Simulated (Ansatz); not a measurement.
# ErH₄: competing structures

Method: DFT PBE, scalar-relativistic, plane waves, PAW, and for the lanthanide a 4f-in-core norm-conserving potential, in Ansatz. All cells share a 770 eV cutoff and Γ-centred k meshes spaced at most about 0.3 Å⁻¹ (about 0.25 or finer for metals, 2π included). No spin polarisation.

Energies over the elements count from the elements' standard structures at the same level (H₂ as a molecule), with no fitted energy shifts.

These are static total energies at zero pressure. Only the structures computed here compete, so a lower one can exist. H stands nearly free of neighbours here, and without spin polarisation the energy of such atoms comes out too high. With hydrogen, zero-point motion can shift formation energies by some tens of meV/atom.

Invented guesses were relaxed alike, and ends that match in structure were merged. ΔE counts from the first row. Coordination counts H atoms around Er (those within 1.25 times the shortest such distance or 1.15 times the sum of covalent radii, 1.27 where that leaves under three). The ends were matched against large subsets of the Crystallography Open Database and the Materials Project, so a missing match doesn't prove that a structure is unreported.

```json
{"#": "1", "reached from": "CrAu4 type (I4/m), changed on relaxing", "type and space group": "I4/mmm (No. 139)", "atoms": "5", "Å³/atom": "7.1", "coordination": "Er 16", "ΔE (meV/atom)": "0", "gap on mesh (eV)": "0.00", "in databases": "no match"}
{"#": "2", "reached from": "SrGa4 type (I4/mmm)", "type and space group": "I4/mmm (No. 139)", "atoms": "5", "Å³/atom": "7.2", "coordination": "Er 18", "ΔE (meV/atom)": "43", "gap on mesh (eV)": "0.00", "in databases": "no match"}
{"#": "3", "reached from": "PbF4 type (I4/mmm)", "type and space group": "I4/mmm (No. 139)", "atoms": "5", "Å³/atom": "10.4", "coordination": "Er 6", "ΔE (meV/atom)": "400", "gap on mesh (eV)": "0.00", "in databases": "no match"}
{"#": "4", "reached from": "Ni4N type (Pm-3m)", "type and space group": "Pm-3m (No. 221)", "atoms": "5", "Å³/atom": "13.5", "coordination": "Er 6", "ΔE (meV/atom)": "479", "gap on mesh (eV)": "0.00", "in databases": "no match"}
```

The lowest: Space group I4/mmm (No. 139), tetragonal, a = 4.410 Å, c = 3.645 Å. Around Er lie 8 H at 2.22 Å and 8 H at 2.40 Å; around H lie 3 H at 1.79–1.87 Å, 2 Er at 2.22 Å, 4 H at 2.25 Å and 2 Er at 2.40 Å. Its energy over the elements is −0.15 eV/atom. A negative formation energy is needed for stability but isn't enough: competing phases decide. An observed structure of this formula, if there is one, may be missing.

```
Er H
1.0
    -2.20517    2.20517    1.82273
     2.20517   -2.20517    1.82273
     2.20517    2.20517   -1.82273
Er H
1 4
Direct
  0.00000 0.00000 0.00000
  0.50000 0.21227 0.71227
  0.50000 0.78773 0.28773
  0.21227 0.50000 0.71227
  0.78773 0.50000 0.28773
```

The second: Space group I4/mmm (No. 139), tetragonal, a = 3.557 Å, c = 5.727 Å. Er is surrounded by 10 H at 2.28–2.39 Å and 8 H at 2.56 Å; H on a site of symmetry -4m2 is surrounded by 4 H at 2.02 Å and 4 Er at 2.28 Å; H on a site of symmetry 4mm has 1 H at 0.95 Å, 4 H at 2.02 Å, 1 Er at 2.39 Å and 4 Er at 2.56 Å. Counting H atoms around Er, the first has Er 16 and the second has Er 18. Cells relaxed within their symmetry can be saddle points. Some structure types and database cells were kept out of the candidates from the start, so a known form may be missing.

The lanthanide is trivalent by construction, without f bands, f moments or other valences. The reference runs of the other elements, and any phases without the lanthanide, used 420 eV, which shifts energies against them by under 10 meV/atom. The lanthanide's reference is the lowest of its hcp, dhcp and fcc cells.
